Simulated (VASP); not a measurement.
# MgS (F-43m) in VASP: further runs

One crystal, MgS, is run at these levels: LDA; tasks: single point.

Program: VASP 6.6.1. These are calculated values, not measurements. Logs are shortened: lines on timing, memory, paths and dates and some standing lists are left out, and cuts for length are marked.

## Step 1: The crystal as given

It takes space group F-43m (No. 216, cubic). Conventional cell: a = 5.666 Å, b = 5.666 Å, c = 5.666 Å, α = 90.00°, β = 90.00°, γ = 90.00°. Around S (site symmetry -43m) lie 4 Mg at 2.45 Å. Around Mg (site symmetry -43m) lie 4 S at 2.45 Å.

The cell comes from a database or a generator and needn't be the stable form of this composition.

## Step 2: Single point, LDA

File INCAR:

```
  ADDGRID = False
  ALGO = Normal
  EDIFF = 1E-6
  ENCUT = 450
  GGA = CA
  ISIF = 2
  ISMEAR = 0
  LASPH = True
  LCHARG = False
  LREAL = False
  LWAVE = False
  NELM = 100
  PREC = Accurate
  SIGMA = 0.05
```

File KPOINTS:

```
k-points
0
Gamma
  5 5 5
```

File POSCAR:

```
MgS
1.0
    0.0000000000      2.8331200468      2.8331200468
    2.8331200468      0.0000000000      2.8331200468
    2.8331200468      2.8331200468      0.0000000000
S Mg
1 1
Direct
    0.2500000000      0.2500000000      0.2500000000
    0.0000000000      0.0000000000      0.0000000000
```

Potentials or basis: VASP PAW LDA potentials, release 64 (S, Mg).

Run with:

```bash
$ cat potpaw_LDA.64/S/POTCAR potpaw_LDA.64/Mg/POTCAR > POTCAR
$ mpirun -np 1 vasp_std > vasp.out
```

OUTCAR:

```text
EDIFF = 1E-6
   ENCUT = 450
   GGA = CA
   ISIF = 2
   ISMEAR = 0
   LASPH = True
   LREAL = False
   NELM = 100
   PREC = Accurate

 Found     10 irreducible k-points:

 Following reciprocal coordinates:
            Coordinates               Weight
  0.000000  0.000000  0.000000      1.000000
  0.200000  0.000000  0.000000      8.000000
  0.400000  0.000000  0.000000      8.000000
  0.200000  0.200000  0.000000      6.000000
  0.400000  0.200000  0.000000     24.000000
 -0.400000  0.200000  0.000000     24.000000
   k-points           NKPTS =     10   k-points in BZ     NKDIM =     10   number of bands    NBANDS=      8
   number of dos      NEDOS =    301   number of ions     NIONS =      2
   total plane-waves  NPLWV =  21952
   dimension x,y,z NGX =    28 NGY =   28 NGZ =   28
   dimension x,y,z NGXF=    56 NGYF=   56 NGZF=   56
   ions per type =               1   1
   NGX,Y,Z   is equivalent  to a cutoff of  11.62, 11.62, 11.62 a.u.
   NGXF,Y,Z  is equivalent  to a cutoff of  23.24, 23.24, 23.24 a.u.
 SYSTEM =  unknown system
   PREC   = accura    normal or accurate (medium, high low for compatibility)
   ISTART =      0    job   : 0-new  1-cont  2-samecut
   ICHARG =      2    charge: 1-file 2-atom 10-const
   ISPIN  =      1    spin polarized calculation?
   LNONCOLLINEAR =      F non collinear calculations
   LSORBIT =      F    spin-orbit coupling
   LASPH  =      T    aspherical Exc in radial PAW
   ENCUT  =  450.0 eV  33.07 Ry    5.75 a.u.   6.93  6.93  6.93*2*pi/ulx,y,z
   NELM   =    100;   NELMIN=  2; NELMDL= -5     # of ELM steps
   EDIFF  = 0.1E-05   stopping-criterion for ELM
   LREAL  =      F    real-space projection
   EDIFFG = 0.1E-04   stopping-criterion for IOM
   NSW    =      0    number of steps for IOM
   IBRION =     -1    ionic relax: 0-MD 1-quasi-New 2-CG
   NFREE  =      0    steps in history (QN), initial steepest desc. (CG)
   ISIF   =      2    stress and relaxation
   ISYM   =      2    0-nonsym 1-usesym 2-fastsym
   POTIM  = 0.5000    time-step for ionic-motion
   TEBEG  =    0.0;   TEEND  =   0.0 temperature during run
   PSTRESS=    0.0 pullay stress
   NELECT =       8.0000    total number of electrons
   NUPDOWN=      -1.0000    fix difference up-down
   EMIN   =  10.00;   EMAX   =-10.00  energy-range for DOS
   EFERMI =   0.00;   METHOD = LEGACY
   ISMEAR =     0;   SIGMA  =   0.05  broadening in eV -4-tet -1-fermi 0-gaus
   EFERMI_NEDOS =   21; number of points for ismear=-14 and -15
   IALGO  =     38    algorithm
   IMIX   =      4    mixing-type and parameters
     AMIX     =   0.40;   BMIX     =  1.00
     AMIX_MAG =   1.60;   BMIX_MAG =  1.00
  volume/ion in A,a.u.               =      22.74       153.46
  Fermi-wavevector in a.u.,A,eV,Ry     =   0.917269  1.733386 11.447692  0.841382
  Thomas-Fermi vector in A             =   2.042218
   LORBIT       =      0    0 simple, 1 ext, 2 COOP (PROOUT), +10 PAW based schemes
   GGA     = CA    functional components
   LHFCALC =     F    Hartree Fock is set to
   AEXX    =    0.0000 exact exchange contribution
   IVDW    =     0    specifies the selected vdW correction
   LEPSILON=     F    determine dielectric tensor
   LRPA    =     F    only Hartree local field effects (RPA)
 non-spin polarized calculation
 Gauss-broadening in eV      SIGMA  =   0.05
  energy-cutoff  :      450.00
  volume of cell :       45.48
 maximum number of plane-waves:       990
   NGX = 13   NGY = 13   NGZ = 13

 number of electron       8.0000001 magnetization

 Free energy of the ion-electron system (eV)
  ---------------------------------------------------
  ext. energy  EPLUGINS =         0.00000000
  ---------------------------------------------------
  free energy    TOTEN  =        -9.37467905 eV

  energy without entropy =       -9.37467905  energy(sigma->0) =       -9.37467905

 E-fermi :   1.1513     XC(G=0):  -8.7519

 val. band max:        0.8827709160   @ k =   0.0000   0.0000   0.0000
 cond. band min:       4.0638315083   @ k =   0.0000   0.0000   0.0000
 fundamental gap:      3.1810605923
 Fermi energy:         1.1513330298

 k-point     1 :       0.0000    0.0000    0.0000
  band No.  band energies     occupation
      1     -10.3478      2.00000
      2       0.8828      2.00000
      3       0.8828      2.00000
      4       0.8828      2.00000
      5       4.0638      0.00000
      6       8.6410      0.00000
      7       8.6410      0.00000
      8       8.6410      0.00000

 k-point     2 :       0.2000    0.0000    0.0000
  band No.  band energies     occupation
      1     -10.1314      2.00000
      2      -0.5540      2.00000
      3       0.7575      2.00000
      4       0.7575      2.00000
      5       5.3349      0.00000
      6       8.3672      0.00000
      7       8.9160      0.00000
      8       8.9160      0.00000

 k-point     3 :       0.4000    0.0000    0.0000
  band No.  band energies     occupation
      1      -9.7273      2.00000
      2      -2.0922      2.00000
      3       0.5775      2.00000
      4       0.5775      2.00000
      5       5.7663      0.00000
      6       8.4482      0.00000
      7       8.4482      0.00000
      8       9.0950      0.00000

 k-point     4 :       0.2000    0.2000    0.0000
  band No.  band energies     occupation
      1     -10.0599      2.00000
      2      -0.5014      2.00000
      3       0.4658      2.00000
      4       0.4658      2.00000
      5       5.7123      0.00000
      6       7.5081      0.00000
      7       9.1913      0.00000
      8       9.6649      0.00000

 k-point     5 :       0.4000    0.2000    0.0000
  band No.  band energies     occupation
      1      -9.7121      2.00000
      2      -1.6138      2.00000
      3       0.0182      2.00000
      4       0.2499      2.00000
      5       6.0914      0.00000
      6       7.5864      0.00000
      7       8.5912      0.00000
      8       9.7573      0.00000

 k-point     6 :      -0.4000    0.2000    0.0000
  band No.  band energies     occupation
      1      -9.5594      2.00000
      2      -1.9877      2.00000
      3      -0.4312      2.00000
      4       0.3720      2.00000
      5       6.5069      0.00000
      6       7.4668      0.00000
      7       9.2415      0.00000
      8       9.5430      0.00000

 [... further k-points ...]

------------------------ aborting loop because EDIFF is reached ----------------------------------------

  FORCE on cell =-STRESS in cart. coord.  units (eV):
  Direction    XX          YY          ZZ          XY          YZ          ZX
  --------------------------------------------------------------------------------------
  -------------------------------------------------------------------------------------
  Total       -0.7130736     -0.7130736     -0.7130736      0.0000000      0.0000000     -0.0000000
  in kB      -25.1200214    -25.1200214    -25.1200214      0.0000000      0.0000000     -0.0000000
  external PRESSURE =     -25.1200214 kB  Pullay stress =       0.0000000 kB

 VOLUME and BASIS-vectors are now :
 -----------------------------------------------------------------------------
  energy-cutoff  :      450.00
  volume of cell :       45.48
      direct lattice vectors                 reciprocal lattice vectors
     0.000000000  2.833120047  2.833120047    -0.176483874  0.176483874  0.176483874
     2.833120047  0.000000000  2.833120047     0.176483874 -0.176483874  0.176483874
     2.833120047  2.833120047  0.000000000     0.176483874  0.176483874 -0.176483874

 POSITION                                       TOTAL-FORCE (eV/Angst)
 -----------------------------------------------------------------------------------
      1.41656      1.41656      1.41656         0.000000      0.000000      0.000000
      0.00000      0.00000      0.00000        -0.000000     -0.000000     -0.000000
 -----------------------------------------------------------------------------------
    total drift:                                0.000000      0.000000      0.000000

  FREE ENERGIE OF THE ION-ELECTRON SYSTEM (eV)
  ---------------------------------------------------
  free  energy   TOTEN  =        -9.3746790483 eV

  energy  without entropy=       -9.3746790483  energy(sigma->0) =       -9.37467905
```

It used 3.1 s of CPU time on 1 thread of Intel(R) Xeon(R) Platinum 8559C (Emerald Rapids), with other jobs on the host, which was overloaded at the time.

The run converged, but some of its settings lie outside the range that counts as converged, so its numbers aren't taken as properties of the crystal.

Results:

```yaml
Free_energy: -9.3747 eV
Pressure: -2.5 GPa
Band_gap_on_the_k_mesh: 3.18 eV, direct
```

## Step 3: Single point, LDA

INCAR is that of step 2.

KPOINTS is that of step 2.

File POSCAR:

```
MgS
1.0
    0.0000000000      2.8331200468      2.8331200468
    2.8331200468      0.0000000000      2.8331200468
    2.8331200468      2.8331200468      0.0000000000
S Mg
1 1
Direct
    0.2346630000      0.2748010000      0.2357280000
   -0.0216520000      0.0237760000     -0.0317750000
```

Potentials or basis: VASP PAW LDA potentials, release 64 (S, Mg).

Run with:

```bash
$ cat potpaw_LDA.64/S/POTCAR potpaw_LDA.64/Mg/POTCAR > POTCAR
$ mpirun -np 1 vasp_std > vasp.out
```

Run time: 16 s. Hardware: 1 thread of Intel Xeon Platinum 8559C (Emerald Rapids), shared host; peak memory 0.14 GiB.

These settings aren't checked as converged: the numbers below hold their error.

Results:

| Property | Result |
| --- | --- |
| Free energy | -9.3554 eV |
| Pressure | -2.3 GPa |
| Largest force | 0.429 eV/Å |
| Band gap on the k mesh | 3.06 eV, direct |

## Step 4: Single point, LDA

Changes to INCAR since step 3:

```diff
@@ -13,2 +13,2 @@
   PREC = Accurate
-  SIGMA = 0.05
+  SIGMA = 0.5
```

KPOINTS is that of step 3.

File POSCAR:

```
MgS
1.0
    0.0000000000      2.8331200468      2.8331200468
    2.8331200468      0.0000000000      2.8331200468
    2.8331200468      2.8331200468      0.0000000000
S Mg
1 1
Direct
    0.2500000000      0.2500000000      0.2500000000
    0.0000000000      0.0000000000      0.0000000000
```

Run with:

```bash
$ cat potpaw_LDA.64/S/POTCAR potpaw_LDA.64/Mg/POTCAR > POTCAR
$ mpirun -np 1 vasp_std > vasp.out
```

It used 3.6 s of CPU time on 1 thread of Intel(R) Xeon(R) Platinum 8559C (Emerald Rapids), with other jobs on the host, which was overloaded at the time.

These settings aren't checked as converged: the numbers below hold their error.

What came out:

```yaml
Free_energy: -9.3747 eV
Pressure: -2.5 GPa
Band_gap_on_the_k_mesh: 3.18 eV, direct
```

## Step 5: The reference run

An earlier run on the cell as given: functional PBEsol; potentials or basis VASP PAW PBE potentials, release 64 (S, Mg); cutoff 520 eV; k mesh 8 × 8 × 8; occupations fermi-dirac, width 0.05 eV; no spin polarisation.

* Pressure: -0.5 GPa
* Band gap on the k mesh: 3.29 eV, direct
